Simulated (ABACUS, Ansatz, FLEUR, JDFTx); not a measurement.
NiO: 4 runs at one level of theory

```xyz
2
Lattice="0.0000 2.0859 2.0859 2.0859 0.0000 2.0859 2.0859 2.0859 0.0000" Properties=species:S:1:pos:R:3 pbc="T T T"
Ni    0.0058    0.0399   -0.0357
O     2.0634    2.0840    2.0780
```

Atoms were shifted at random by some hundredths of an Å from the given cell, which wasn't relaxed again for these runs.

Alike in all runs: task single point; functional PBEsol; k mesh 11 × 11 × 11; occupations fermi-dirac, width 0.05 eV; collinear spin, ferromagnetic start; no spin-orbit coupling. Pressure is positive in compression and, in plane waves, holds the error of the finite cutoff.

| program and potentials | plane-wave cutoff (eV) | notes | pressure (GPa) | net moment per atom (μB) | largest force (eV/Å) | energy over the undisturbed cell (meV/atom) |
| --- | --- | --- | --- | --- | --- | --- |
| ABACUS, PseudoDojo NC SR 0.4.1 PBEsol standard, plane waves | 1333 | - | ? | ? | ? | ? |
| FLEUR, all-electron, FLAPW | - | - | - | 0.72 | 0.169 | 2.53 |
| JDFTx, PseudoDojo-SR-PBEsol-0.4.1-standard with smoothed tails | 1333 | - | -6.34 | 0.79 | 0.126 | - |
| Ansatz, all-electron LAPW, scalar-relativistic | - | - | -6.24 | 0.76 | 0.162 | - |

Problem. Estimate from the other rows what the run with ABACUS, PseudoDojo NC SR 0.4.1 PBEsol standard, plane waves gave.

Solution. Pressure -6.39 GPa; net moment per atom 0.79 μB; largest force 0.126 eV/Å; energy over the undisturbed cell 1.90 meV/atom. The other rows, which needn't bracket it: pressure -6.34 to -6.24; net moment per atom 0.72 to 0.79; largest force 0.126 to 0.169; energy over the undisturbed cell 2.53.
